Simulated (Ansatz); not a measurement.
# TaN: response to strain

TaN is deformed so: equal xy, yz and zx engineering shear strains of +2 %. What stress and forces result, by LAPW, PAW and all-electron datasets made for the crystal?

Program: Ansatz 0.2.0. Level of theory: DFT LDA, scalar-relativistic. These are calculated values, not measurements.

## (1) The structure to begin with

The structure is hexagonal, space group P-6m2 (No. 187). The conventional cell has a = 2.938 Å, b = 2.938 Å, c = 2.883 Å, α = 90.00°, β = 90.00°, γ = 120.00°. Around Ta (site symmetry -6m2) lie 6 N at 2.23 Å. N (site symmetry -6m2) is surrounded by 6 Ta at 2.23 Å.

Coordinates:

```cif
data_structure
_symmetry_space_group_name_H-M 'P 1'
_symmetry_Int_Tables_number 1
_cell_length_a 2.9380
_cell_length_b 2.9380
_cell_length_c 2.8830
_cell_angle_alpha 90.000
_cell_angle_beta 90.000
_cell_angle_gamma 120.000
_cell_volume 21.55
loop_
_atom_site_label
_atom_site_type_symbol
_atom_site_fract_x
_atom_site_fract_y
_atom_site_fract_z
_atom_site_occupancy
Ta1 Ta 0.33333 0.66667 0.50000 1
N1 N 0.00000 0.00000 0.00000 1
```

Atoms are numbered in the order of the input: Ta1, N2.

## (2) The deformed structure

Space group P-6m2 before, P1 after.

## (3) Full-potential LAPW

input.yaml

```yaml
crystal:
  lattice:
    - [2.9379988584, 0.0293799886, 0.0293799886]
    - [-1.4435556127, 2.5296916534, 0.0107538222]
    - [0.02883, 0.02883, 2.883]
  atoms:
    - { symbol: Ta, position: [0.3333333333, 0.6666666667, 0.5] }
    - { symbol: "N", position: [0.0, 0.0, 0.0] }
kpoints:
  mp_grid: { grid: [12, 12, 10] }
  band_path:
    path:
      - [0.0, 0.0, 0.0]
      - [0.0, -0.5, 0.0]
      - [0.0, 0.0, 0.5]
      - [0.0, 0.0, 0.0]
      - [-0.5, 0.0, 0.0]
      - [-0.5, 0.5, -0.5]
      - [0.0, 0.0, 0.0]
      - [-0.5, 0.0, -0.5]
      - [-0.5, 0.5, 0.0]
    npoints: 5
scf:
  occupations: { method: fermi_dirac, width: 0.02 }
hamiltonian:
  xc: lda
  pseudopotentials: { kind: all_electron, lapw: { basis_error: 0.00025 } }
output:
  forces: true
  stress: true
  eigenvalues: true
```

Started as:

```bash
$ ansatz run input.yaml --threads 1 --pin off --max-ram 3072MiB --backend cpu --events-out ev --progress --plain --runs-dir out
```

Log, shortened:

```text
LAPW: plane waves up to 10.452 Å⁻¹, error target 2.5e-4 eV per atom; small_component_spin mean_spin; N in spheres of 0.937 Å, 7 of its electrons in bands, Dirac shells []; Ta in spheres of 1.267 Å, 45 of its electrons in bands, Dirac shells []
[...]
Pseudopotentials: kind: all_electron
Pseudopotential: Ta, LAPW, valence charge 45, Koelling and Harmon's equation, gaussian nucleus
Pseudopotential: N, LAPW, valence charge 7, Koelling and Harmon's equation, gaussian nucleus
Functional definition: SPW92
[...]
Crystal: 2 atoms, lattice volume = 21.545 Å³
Basis set: ecut = 416.2239142436008 eV, 405 PW (Γ), exchange–correlation at level 2
Bands: 32, of which v1, the nominal top of the filled ones, is band 26 counted from 1 (25 counted from 0)
Symmetry: 1 space group operations
Space group: P1 (ITA 1), of the structure as read, at distance tolerance 2.8e-5 Å
k-points: 724 of 1440 (time reversal used)
[...]
SCF iter   1: F=—  HF=-425803.826845 eV  |F-HF|=—  |Δ(HF+E_count)|=         —  Δρ=1.17e-1  dr2=3.37e0  ethr=6.48e-3  ⟨swp⟩=2.0  Hψ=146528  notcnv=0
[...]
the basis was enlarged: its passes take 1.6 MiB over the memory plan, 1 of 1 planned eigensolver slots
[...]
SCF iter   8: F=-425802.432437 eV  HF=-425802.432437 eV  |F-HF|=1.61e-8  |Δ(HF+E_count)|=   1.26e-7  Δρ=6.93e-6  dr2=1.12e-8  ethr=5.90e-10  ⟨swp⟩=2.4  Hψ=69099  notcnv=0
[...]
NSCF: frozen V_eff on 41 k-points
SCF converged after 8 iterations
Free energy (F): -425802.432437 eV
[...]
E sigma→0 (E₀):  -425802.432391 eV
Entropy (-TS):   -0.000092 eV (-0.046 meV/atom)
Fermi energy:    25.106025 eV
[...]
--- Forces (eV/Å), atoms counted from 1 ---
  atom   1  Ta     0.00195036    -0.00175031    -0.01980143
  atom   2  N     -0.00195236     0.00174985     0.01980214
[...]
--- Stress (GPa, compression-positive) ---
      -10.797397      -4.124693      -4.575336
       -4.124693     -10.344573      -4.567595
       -4.575336      -4.567595     -12.142831
  P = ⅓ Tr σ = -11.0949 GPa (-110.949 kbar)
--- Band table (eV; the first three rows and the last of 724) ---
[...]
```

Run time: 5.2 min. Hardware: 1 thread of Arm Neoverse V2, shared host; peak memory 1.9 GiB.

This run gives: pressure -11.09 GPa; no gap; largest force 0.020 eV/Å.

## (4) Frozen-core PAW

input.yaml

```yaml
crystal:
  lattice:
    - [2.9379988584, 0.0293799886, 0.0293799886]
    - [-1.4435556127, 2.5296916534, 0.0107538222]
    - [0.02883, 0.02883, 2.883]
  atoms:
    - { symbol: Ta, position: [0.3333333333, 0.6666666667, 0.5] }
    - { symbol: "N", position: [0.0, 0.0, 0.0] }
kpoints:
  mp_grid: { grid: [12, 12, 10] }
scf:
  occupations: { method: fermi_dirac, width: 0.02 }
hamiltonian:
  xc: lda
  pseudopotentials: { kind: paw }
output:
  forces: true
  stress: true
  eigenvalues: true
  efg: { contact_densities: true }
  write_density: true
  write_potential: true
  elf: true
  volumetric_format: npy
```

Started as:

```bash
$ ansatz run input.yaml --threads 1 --pin off --max-ram 3072MiB --backend cpu --events-out ev --progress --plain --runs-dir out
```

Log:

```text
Ta: output.efg is read without spin–orbit coupling, which moves field gradients at and beside such atoms by some per cent and up to a factor of two; PAW files take it under magnetization.noncollinear and magnetization.spin_orbit
Engine: ansatz 0.2.0
Pseudopotentials: kind: paw
Pseudopotential: Ta, paw, valence charge 13, recommended cutoff 420 eV (normal)
Pseudopotential: N, paw, valence charge 5, recommended cutoff 420 eV (normal)
[... 1 set-up line as earlier in the session ...]
  exchange = slater_x
  correlation = pw_c
Crystal: 2 atoms, lattice volume = 21.545 Å³
Basis set: ecut = 420 eV, 405 PW (Γ)
Bands: 13, of which v1, the nominal top of the filled ones, is band 9 counted from 1 (8 counted from 0)
[... 2 set-up lines as earlier in the session ...]
k-points: 724 of 1440 (time reversal used)
Non-local potential: Ta, projectors of the file, l = 0: 3, l = 1: 2, l = 2: 2, l = 3: 1
Non-local potential: N, projectors of the file, l = 0: 2, l = 1: 2, l = 2: 1
PAW form: soft (Blöchl's): semilocal exchange-correlation on the pseudo side does not see the compensation charge
PAW frozen core: Ta, regenerated for the run's functional, and the local potential with it (the file was generated under x = pbe(κ = 0.804, μ = 0.2195149727645171), c = pbe(β = 0.06672455060314922))
PAW frozen core: N, regenerated for the run's functional, and the local potential with it (the file was generated under x = pbe(κ = 0.804, μ = 0.2195149727645171), c = pbe(β = 0.06672455060314922))
PAW one-centre angular grid: Ta, 590 points (default); XC on 64 Gauss nodes
PAW one-centre angular grid: N, 110 points (default); XC on 64 Gauss nodes
Initial density: superposition of atomic densities (neutral atoms: chi_scale 0, normalization atom), corrected by the library's trained network
Initial wavefunctions: pseudopotential atomic-orbital guess
Functional: x = slater, c = lda
SCF iter   1: F=—  HF=-10059.244127 eV  |F-HF|=—  |Δ(HF+E_count)|=         —  Δρ=1.53e-2  dr2=5.29e-2  ethr=1.77e-3  ⟨swp⟩=6.2  Hψ=49550  notcnv=0
preconditioner: auto → none  [metal: Δε(μ)=0.026 eV  Ē_g=10.875 eV  σ=0.020 eV  W_gap=0.31  n_scr=8 (ndim 8)  ℏωp=25.3 eV  f_vac=0.000  D(μ)=0.07/eV (n_scr^D=0)  sad-step TF]
SCF iter   2: F=—  HF=-10059.238651 eV  |F-HF|=—  |Δ(HF+E_count)|=   5.48e-3  Δρ=1.00e-2  dr2=2.60e-2  ethr=2.94e-4  ⟨swp⟩=1.0  Hψ=15204  notcnv=0
SCF iter   3: F=—  HF=-10059.232543 eV  |F-HF|=—  |Δ(HF+E_count)|=   6.11e-3  Δρ=1.26e-3  dr2=1.65e-4  ethr=1.44e-4  ⟨swp⟩=2.2  Hψ=15103  notcnv=0
SCF iter   4: F=—  HF=-10059.232472 eV  |F-HF|=—  |Δ(HF+E_count)|=   7.14e-5  Δρ=2.64e-4  dr2=8.08e-6  ethr=9.18e-7  ⟨swp⟩=2.1  Hψ=15365  notcnv=0
SCF iter   5: F=—  HF=-10059.232468 eV  |F-HF|=—  |Δ(HF+E_count)|=   3.68e-6  Δρ=2.38e-5  dr2=5.68e-8  ethr=4.49e-8  ⟨swp⟩=3.0  Hψ=15233  notcnv=0
SCF iter   6: F=-10059.232468 eV  HF=-10059.232468 eV  |F-HF|=8.91e-11  |Δ(HF+E_count)|=   1.78e-8  Δρ=3.96e-6  dr2=1.10e-9  ethr=3.16e-10  ⟨swp⟩=6.1  Hψ=54728  notcnv=0
SCF 1 converged in 6 iterations: F = -10059.232468 eV  dr2 = 1.10e-9
SCF converged after 6 iterations
Free energy (F): -10059.232468 eV
Harris-Foulkes:  -10059.232468 eV  (|F-HF|=8.91e-11)
Internal energy: -10059.232376 eV  (E = F + TS)
E sigma→0 (E₀):  -10059.232422 eV
Entropy (-TS):   -0.000092 eV (-0.046 meV/atom)
Fermi energy:    19.900169 eV
--- Per-component energies (eV) ---
  E_band       = -57.617491
  E_kinetic    = 499.128041
  E_local      = -609.837675  (includes V_loc(G=0)·N_el)
  E_nonlocal   = 66.758276
  E_hartree    = 203.461994
  E_xc         = -277.715996
  E_vxc        = -281.867769  (∫ρ·V_xc dr)
  E_paw        = -8267.300115  (= ΣΔE_a)
  E_vpaw       = -138.722301  (= ΣTr[D̂ρ^β])
  E_aug_tail   = 0.000199  (compensation charges beyond the density's cutoff)
  E_ewald      = -1674.066046
  E_core_change = 0.338947  (= ΣΔE_core)
  E_smearing   = -0.000092  (= −TS)
  E_closure    = 0.000000  (closes the sum)
  Σ components = -10059.232468   (vs F -10059.232468, Δ=0.00e0)
--- Forces (eV/Å), atoms counted from 1 ---
  atom   1  Ta     0.00253484    -0.00178099    -0.01997830
  atom   2  N     -0.00253824     0.00178100     0.01997873
  max |Σ_I F_I| component: 3.40e-6 eV/Å
--- Stress (GPa, compression-positive) ---
      -10.863774      -4.138136      -4.603483
       -4.138136     -10.410698      -4.595727
       -4.603483      -4.595727     -12.184385
  P = ⅓ Tr σ = -11.1530 GPa (-111.530 kbar)
--- PAW observables at the nuclei: V_zz in 10²¹ V/m², potentials from the cell's mean, atoms counted from 1 ---
  atom   1  Ta V_zz =   +10.094466   η = 0.0522   by run symmetry: allowed
            electrostatic potential = -14501.258647 V   contact ρ = 8123652.004785 e/Å³
  atom   2  N  V_zz =    +0.441696   η = 0.0522   by run symmetry: allowed
            electrostatic potential = -529.187951 V   contact ρ = 1390.377479 e/Å³
--- Band table (eV; the first three rows and the last of 724) ---
  k-point 0: bands = ["-48.5210", "-14.8662", "-14.6250", "-14.5808", "2.3207", "15.1796", "15.4231", "15.6955", "16.9693", "22.1357", "23.2262", "23.4388", "23.9058"]
  k-point 1: bands = ["-48.5161", "-14.9618", "-14.6173", "-14.5731", "2.5290", "14.9549", "15.2829", "15.5136", "17.5627", "22.1490", "22.4116", "22.5725", "24.5053"]
  k-point 2: bands = ["-48.5034", "-15.2048", "-14.5971", "-14.5529", "3.1007", "13.6348", "15.5053", "15.7155", "18.7756", "20.9895", "21.2341", "23.3798", "24.6182"]
  k-point 723: bands = ["-48.3911", "-15.5242", "-15.4812", "-14.7744", "4.3497", "12.5446", "13.7086", "14.0587", "19.6821", "24.0020", "25.2444", "25.9701", "26.9000"]
```

Run time: 21 s. Hardware: 1 thread of Arm Neoverse V2, shared host; peak memory 0.54 GiB.

Result: pressure -11.15 GPa; no gap; largest force 0.020 eV/Å; Vzz Ta1 10.09 (η = 0.05), N2 0.44 (η = 0.05) (10²¹ V/m²).

Density in a lattice plane of the grid's cell (edges 2.94 and 2.88 Å, at 0.000 of the third edge), which holds N.

Ten even steps from ' ' (0.20 e/Å³) to '@' (3.57 e/Å³):
```
@@@@@@##++--::..                  ..::--++##@@@@
@@%%%%**==--::..                  ....--==**##%%
####**==--::....                    ..::--==****
====----::....                      ....::::--==
::::::......                          ......::::
..........                                ......
                  ............                  
                ....::::::::....                
              ....::::::--::::....              
              ....::::------::::..              
              ....::::----::::....              
                ....::::::::::....              
                  ..............                
........                                  ......
::::::......                          ......::::
====--::::....                      ....::----==
##****==--::..                    ....::--==****
@@%%##**==--....                  ..::--==**%%%%
@@@@@@##++--::..                  ..::--++##@@@@
@@@@@@%%**==::..                  ..::==**%%@@@@
```
Columns run along the first of these edges and rows up along the second, over one cell in 24 and 20 even steps from the bottom left corner. Atoms in the plane (fractional): N at (0.00, 0.00).

ELF in the same plane.

Ten even steps from '0' (0.00) to '9' (0.80):
```
124799986421112468999742
457899976421112467999875
789999864311111346899998
999998753211011235789999
999886532111111123467899
887754321111111112345678
655432222223332211223455
333222122344444322112233
222111223456655432111122
111111224566665432111111
222111223456665432111122
333221123345554322112233
655432222233333222223455
887654321122221112346778
999876432111111123568999
999998642110011235789999
789999864211111346899998
457899975321112468999875
124799986421112478999742
013689987532123578998631
```
Columns run along the first of these edges and rows up along the second, over one cell in 24 and 20 even steps from the bottom left corner. Atoms in the plane (fractional): N at (0.00, 0.00).

Both are smooth fields of the valence electrons: close to the nuclei they are not physical.

Maxima of ELF outside the ion cores: 0.83 in the shell around N, 0.7 Å from N; 0.80 between the atoms, 1.7 Å from Ta.

## (5) All-electron PAW on datasets made for the crystal

Changes to input.yaml since step 4:

```diff
@@ -14,3 +14,3 @@
   xc: lda
-  pseudopotentials: { kind: paw }
+  pseudopotentials: { kind: all_electron, datasets: crystal }
 output:
@@ -20,5 +20 @@
   efg: { contact_densities: true }
-  write_density: true
-  write_potential: true
-  elf: true
-  volumetric_format: npy
```

Started as:

```bash
$ ansatz run input.yaml --threads 1 --pin off --max-ram 3072MiB --backend cpu --events-out ev --progress --plain --runs-dir out
```

Log, shortened:

```text
[...]
band count auto-derived: 22 (N_el = 32.0; filled up to band 16; 20 by the electrons, moments and atoms)
Ta: output.efg is read without spin–orbit coupling, which moves field gradients at and beside such atoms by some per cent and up to a factor of two; PAW files take it under magnetization.noncollinear and magnetization.spin_orbit
[...]
[... 1 set-up line as earlier in the session ...]
Pseudopotential: Ta, paw, valence charge 27, recommended cutoff 480 eV (normal), Koelling and Harmon's equation, gaussian nucleus
Pseudopotential: N, paw, valence charge 5, recommended cutoff 480 eV (normal), Koelling and Harmon's equation, gaussian nucleus
[... 1 set-up line as earlier in the session ...]
[...]
Crystal: 2 atoms, lattice volume = 21.545 Å³
Basis set: ecut = 480 eV, 527 PW (Γ)
Bands: 22, of which v1, the nominal top of the filled ones, is band 16 counted from 1 (15 counted from 0)
[... 1 set-up line as earlier in the session ...]
[...]
  atom   1  Ta     0.00194254    -0.00174967    -0.01980344
  atom   2  N     -0.00196443     0.00174910     0.01980479
[...]
--- Stress (GPa, compression-positive) ---
      -10.796015      -4.124707      -4.575384
       -4.124707     -10.343165      -4.567625
       -4.575384      -4.567625     -12.141123
  P = ⅓ Tr σ = -11.0934 GPa (-110.934 kbar)
--- PAW observables at the nuclei: V_zz in 10²¹ V/m², potentials from the cell's mean, atoms counted from 1 ---
  atom   1  Ta V_zz =   +10.141558   η = 0.1001   by run symmetry: allowed
            electrostatic potential = -14495.132149 V   contact ρ = 8119519.039614 e/Å³
  atom   2  N  V_zz =    +0.435293   η = 0.0831   by run symmetry: allowed
            electrostatic potential = -527.133485 V   contact ρ = 1390.632783 e/Å³
--- Band table (eV; the first three rows and the last of 724) ---
  k-point 0: bands = ["-43.3212", "-9.6650", "-9.4303", "-9.3871", "4.8956", "4.9077", "4.9092", "4.9198", "4.9238", "4.9341", "5.0028", "7.5592", "20.3940", "20.6377", "20.9089", "22.1895", "27.3495", "28.4353", "28.6485", "29.1169"]
[...]
```

It took 3.4 min on 1 thread of Arm Neoverse V2, shared host; peak memory 2.8 GiB.

Read from it: pressure -11.09 GPa; no gap; largest force 0.020 eV/Å; Vzz Ta1 10.14 (η = 0.10), N2 0.44 (η = 0.08) (10²¹ V/m²).

## (6) Stress and forces compared

Stress (GPa, compression positive):

```
          method      xx      yy      zz     yz     xz     xy
            LAPW  -10.80  -10.34  -12.14  -4.57  -4.58  -4.12
             PAW  -10.86  -10.41  -12.18  -4.60  -4.60  -4.14
crystal datasets  -10.80  -10.34  -12.14  -4.57  -4.58  -4.12
```

Forces (eV/Å):

| atom | LAPW x | LAPW y | LAPW z | PAW x | PAW y | PAW z | crystal datasets x | crystal datasets y | crystal datasets z |
| --- | --- | --- | --- | --- | --- | --- | --- | --- | --- |
| Ta1 | 0.002 | -0.002 | -0.020 | 0.003 | -0.002 | -0.020 | 0.002 | -0.002 | -0.020 |
| N2 | -0.002 | 0.002 | 0.020 | -0.003 | 0.002 | 0.020 | -0.002 | 0.002 | 0.020 |

```
          method  pressure (GPa)  largest force (eV/Å)  Vzz Ta1 (10²¹ V/m²)  Vzz N2 (10²¹ V/m²)  SCF cycles, all passes
            LAPW          -11.09                 0.020                    –                   –                       8
             PAW          -11.15                 0.020                10.09                0.44                       6
crystal datasets          -11.09                 0.020                10.14                0.44                       9
```

## (7) Outcome

| quantity | value |
| --- | --- |
| pressure | LAPW -11.09, PAW -11.15, crystal datasets -11.09 GPa |
| largest shear or deviatoric stress (LAPW) | 4.58 GPa |

In words: The largest part of the stress beyond the pressure is 4.58 GPa in size; the atoms are carried along and not relaxed. No run of the undeformed cell stands beside it, so the pressure holds what the given cell had before the change. PAW: stress within 0.07 GPa of LAPW. Crystal datasets: stress within 0.01 GPa of LAPW. Spin-orbit coupling is left out, though the cell holds Ta; in elements this heavy it can shift bands and gaps by tenths of an eV.
